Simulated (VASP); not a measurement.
# ZrC: an input that fails (relaxed cell and band gap)

ZrC, Fm-3m (no. 225), 2 atoms in the cell.

INCAR:
```
ALGO     = Normal         # electronic algorithm
EDIFF    = 1E-7           # SCF threshold, eV
EDIFFG   = -0.005         # ionic threshold
ENCUT    = 600            # plane-wave cutoff, eV
GGA      = PBESOL         # functional
GGA_COMPAT= F            
IBRION   = 2              # ionic algorithm
ISIF     = 3              # what is computed and relaxed
ISMEAR   = 0              # smearing method
LASPH    = T              # aspherical terms in the spheres
LCHARG   = F              # write CHGCAR
LREAL    = F              # projectors in reciprocal space
LWAVE    = F              # write WAVECAR
NELM     = 80             # most SCF steps
NSW      = 20             # ionic steps
PREC     = Accurate       # precision mode
SIGMA    = 0.02           # smearing width, eV
```

KPOINTS:
```
k-points
0
Gamma
  7 7 7
```

POSCAR:
```
ZrC
1.0
    0.0000000000      2.3650000000      2.3650000000
    2.3650000000      0.0000000000      2.3650000000
    2.3650000000      2.3650000000      0.0000000000
Zr C
1 1
Direct
    0.5000000000      0.5000000000      0.5000000000
    0.0000000000      0.0000000000      0.0000000000
```

Commands:
```
cat potpaw_PBE.64/Zr_sv/POTCAR potpaw_PBE.64/C/POTCAR > POTCAR
mpirun -np 1 vasp_std > vasp.out
```

VASP stops with:
```
Error: One of the selected functionals does not exist. ---->  I REFUSE TO CONTINUE WITH THIS SICK JOB ... BYE!!! <----
```

Cause: full name in place of the two-letter word.
